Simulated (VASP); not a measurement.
## Ge in VASP 6.6.1, single-point calculation

INCAR

```
NELM = 59
NBANDS = 21
LASPH = .TRUE.
SIGMA = 0.02
EDIFF = 1E-7
ENCUT = 520
IBRION = -1
LWAVE = .FALSE.
NSW = 0
PREC = Accurate
ISMEAR = -1
LCHARG = .FALSE.
GGA = PE
LREAL = .FALSE.
ISIF = 2
```

KPOINTS

```
KPOINTS created by Atomic Simulation Environment
0
Monkhorst-Pack
8 8 8
0 0 0
```

POSCAR

```
Ge
 1.0000000000000000
     0.0593852188000000    2.8962587308000001    2.8962587308000001
     2.8962587308000001    0.0593852188000000    2.8962587308000001
     2.8962587308000001    2.8962587308000001    0.0593852188000000
 Ge
   2
Cartesian
  0.0063870492336079  0.0063870492336079  0.0063870492336079
  1.4565886208663927  1.4565886208663927  1.4565886208663927
```

The recommended PBE PAW datasets give the neutral cell 28 valence electrons.

Command

```
mpirun -np 1 vasp_std
```

Q: How does this run end, and what does it give?

A: It converged. Results: gap between bands v and c on the k mesh 0.40 eV; least direct gap on the k mesh 0.68 eV; pressure 0.9 GPa. Band v is the last that the valence electrons fill when counted band by band, and c is the next.

OSZICAR

```
N       E                     dE             d eps       ncg     rms          rms(c)
DAV:   1     0.190026148056E+03    0.19003E+03   -0.14545E+04  2822   0.358E+03
DAV:   2     0.190549565637E+02   -0.17097E+03   -0.16585E+03  2530   0.630E+02
DAV:   3    -0.816908407218E+01   -0.27224E+02   -0.27046E+02  2860   0.144E+02
DAV:   4    -0.908434536379E+01   -0.91526E+00   -0.91477E+00  2875   0.309E+01
DAV:   5    -0.909984776118E+01   -0.15502E-01   -0.15502E-01  2835   0.444E+00    0.303E+00
DAV:   6    -0.904842433160E+01    0.51423E-01   -0.20667E-02  2949   0.149E+00    0.180E+00
DAV:   7    -0.902142566624E+01    0.26999E-01   -0.46815E-02  2957   0.198E+00    0.148E-01
DAV:   8    -0.902303338801E+01   -0.16077E-02   -0.58477E-03  2830   0.926E-01    0.475E-02
DAV:   9    -0.902319419736E+01   -0.16081E-03   -0.25584E-04  2945   0.222E-01    0.207E-02
DAV:  10    -0.902322822370E+01   -0.34026E-04   -0.49109E-05  3237   0.656E-02    0.598E-03
DAV:  11    -0.902323073759E+01   -0.25139E-05   -0.64816E-06  2918   0.326E-02    0.177E-03
DAV:  12    -0.902323103737E+01   -0.29978E-06   -0.36612E-07  2461   0.805E-03    0.694E-04
DAV:  13    -0.902323108029E+01   -0.42920E-07   -0.64553E-08  2258   0.198E-03
   1 F= -.90232311E+01 E0= -.90232310E+01  d E =-.224777E-06
```

Standard output (part)

```
POSCAR found type information on POSCAR Ge
 POSCAR found :  1 types and       2 ions
 LDA part: xc-table for (Slater+PW92), standard interpolation
 POSCAR, INCAR and KPOINTS ok, starting setup
 WAVECAR not read
 entering main loop
```

The shifted mesh misses Γ, so a band edge there is missed.

For comparison, a separate PBE run of the intended cell, on usual settings and not on those above, gives a gap of -0.11 eV on its mesh and a pressure of 0.9 GPa.
